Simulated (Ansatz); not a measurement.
# ZnCu: the cost of one run

Program: Ansatz 0.2.0. Level of theory: DFT PBE, scalar-relativistic, plane waves, PAW. These are calculated values, not measurements.

23 further runs of the same task are left out: 23 set aside as unsound or not needed.

### 1 The structure to begin with

Symmetry: Pm-3m, No. 221, cubic system. Conventional cell: a = 2.945 Å, b = 2.945 Å, c = 2.945 Å, α = 90.00°, β = 90.00°, γ = 90.00°. Zn (site symmetry m-3m) is surrounded by 8 Cu at 2.55 Å. Around Cu (site symmetry m-3m) lie 8 Zn at 2.55 Å.

Coordinates:

```cif
data_structure
_symmetry_space_group_name_H-M 'Pm-3m'
_symmetry_Int_Tables_number 221
_cell_length_a 2.9450
_cell_length_b 2.9450
_cell_length_c 2.9450
_cell_angle_alpha 90.000
_cell_angle_beta 90.000
_cell_angle_gamma 90.000
_cell_volume 25.54
loop_
_atom_site_label
_atom_site_type_symbol
_atom_site_symmetry_multiplicity
_atom_site_Wyckoff_symbol
_atom_site_fract_x
_atom_site_fract_y
_atom_site_fract_z
_atom_site_occupancy
Zn1 Zn 1 b 0.50000 0.50000 0.50000 1
Cu1 Cu 1 a 0.00000 0.00000 0.00000 1
```

Source of the structure: the Crystallography Open Database.

### 5 Plan of the scan

The energy is mapped over volume and the cell's shape.

The axes are (1) volume per atom: 7 values from 10.92 to 15.08 Å³; (2) length along [111] over the lengths across it, relative to the cubic cell: 9 values from 0.452 to 2.211.

Nothing else is relaxed (symmetry fixes all fractional coordinates). Energies count from the relaxed crystal. Points are written as (first, second).

(The set-up runs are not shown.)

### 6 The run at (12.31 Å³, 1.487)

Input file input.yaml:

```yaml
crystal:
  lattice:
    - [2.9623260947, 0.4137232028, 0.4137232028]
    - [0.4137232028, 2.9623260947, 0.4137232028]
    - [0.4137232028, 0.4137232028, 2.9623260947]
  atoms:
    - { symbol: Zn, position: [0.5, 0.5, 0.5] }
    - { symbol: Cu, position: [0.0, 0.0, 0.0] }
basis:
  ecutwfc: 520.0
kpoints:
  mp_grid: { grid: [16, 16, 16] }
hamiltonian:
  xc: pbe
scf:
  occupations: { method: gaussian, width: 0.15 }
output:
  forces: true
  stress: true
  eigenvalues: true
```

Run with:

```console
> ansatz run input.yaml --threads 1 --pin off --max-ram 2048MiB --backend cpu --events-out ev --progress --plain --runs-dir out
```

**Question.** How long does this run take on 1 thread of Arm Neoverse V1, shared host, and how much memory does it need?

About 16 s, with a peak of 0.5 GiB.
